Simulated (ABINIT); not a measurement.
Wanted: the native input for an ABINIT 10.8.3 (patched build) run.

| Quantity | Value |
| --- | --- |
| Task | relaxation of cell and atoms |
| Functional | PBEsol |
| Potentials or basis | JTH PAW PBE v2.0 |
| Cutoff | 626 eV |
| k mesh | 3 × 2 × 4 |
| Occupations | fermi-dirac, width 0.05 eV |
| Spin | no spin polarisation |
| Cell freedom (optcell) | 2 |
| Cutoff smearing ecutsm (Ha) | 0.5 |
| Optimiser (ionmov) | 2 |
| Force stop (Ha/bohr) | 5e-05 |
| Fine-grid cutoff | 1224.51 eV |

Crystal: Al2O3.

```
Al O
1.0
     4.61378    0.00000    0.00000
     0.00000    9.56328    0.00000
     0.00000    0.00000    3.11986
Al O
4 6
Cartesian
  4.5352 7.8856 0.0000
  0.0785 1.6777 0.0000
  2.2283 6.4593 1.5599
  2.3854 3.1040 1.5599
  2.3069 4.7816 1.5599
  0.5704 7.2016 1.5599
  1.7365 2.4200 0.0000
  2.8773 7.1433 0.0000
  0.0000 0.0000 0.0000
  4.0434 2.3617 1.5599
```

Measurements of this composition are mostly on another form, of space group No. 167.

The input as run:

run.abi

```
pp_dirpath "./"
pseudos "Al.GGA_PBE-JTH.xml, O.GGA_PBE-JTH.xml"

acell 3*1.0 Angstrom
rprim
     4.6137770000     0.0000000000     0.0000000000
     0.0000000000     9.5632790000     0.0000000000
     0.0000000000     0.0000000000     3.1198620000
ntypat 2
znucl 13 8
natom 10
typat 1 1 1 1 2 2 2 2 2 2
xcart
     8.5703377869    14.9016652501     0.0000000000
     0.1484371432     3.1703129133     0.0000000000
     4.2109503219    12.2063019950     2.9478423633
     4.5078246082     5.8656761684     2.9478423633
     4.3593874650     9.0359890817     2.9478423633
     1.0779457385    13.6091031559     2.9478423633
     3.2814417266     4.5731140742     0.0000000000
     5.4373332035    13.4988640891     0.0000000000
     0.0000000000     0.0000000000     0.0000000000
     7.6408291916     4.4628750074     2.9478423633
chkprim 0
chksymtnons 0
tolsym 1.0e-6

ecut 625.861884 eV
pawecutdg 45.0
pawxcdev 0
pawovlp -1

kptopt 1
ngkpt 3 2 4
nshiftk 1
shiftk 0.0 0.0 0.0

ixc -116133

nband 30
occopt 3
tsmear 0.05 eV

nstep 100
tolvrs 1.0e-9

iomode 3
prtwf 0
prtden 0
prteig 0
prtebands 0
enunit 2

ionmov 2
ntime 60
tolmxf 5.0e-5
optcell 2
dilatmx 1.08
ecutsm 0.5
```

Potentials or basis: JTH PAW PBE v2.0.

Command:

```sh
$ mpirun --bind-to none -np 4 abinit run.abi > log 2>&1
```

It gave:

| Quantity | Value |
| --- | --- |
| Relaxed volume | 13.66 Å³/atom |
| Relaxed cell | a = 4.678 Å, b = 9.698 Å, c = 3.011 Å, α = 90.00°, β = 90.00°, γ = 90.00° |
| Space group after relaxing (to 0.05 Å) | Pnnm (No. 58) |
| Energy gained by relaxing | 17.9 meV/atom |
| Ionic steps | 34 |
| Pressure after relaxing | 0.0 GPa |
| Band gap on the k mesh | 3.32 eV, direct |

Caveat: the k mesh is coarse (spacing up to 0.50 Å⁻¹), so the values aren't converged; the PAW data sets were made with another functional, which shifts forces and pressure a little; the atomic spheres overlap.

Run time: 21 min on 4 MPI ranks on Arm Neoverse V2 (shared host), peak memory 0.68 GiB a rank.
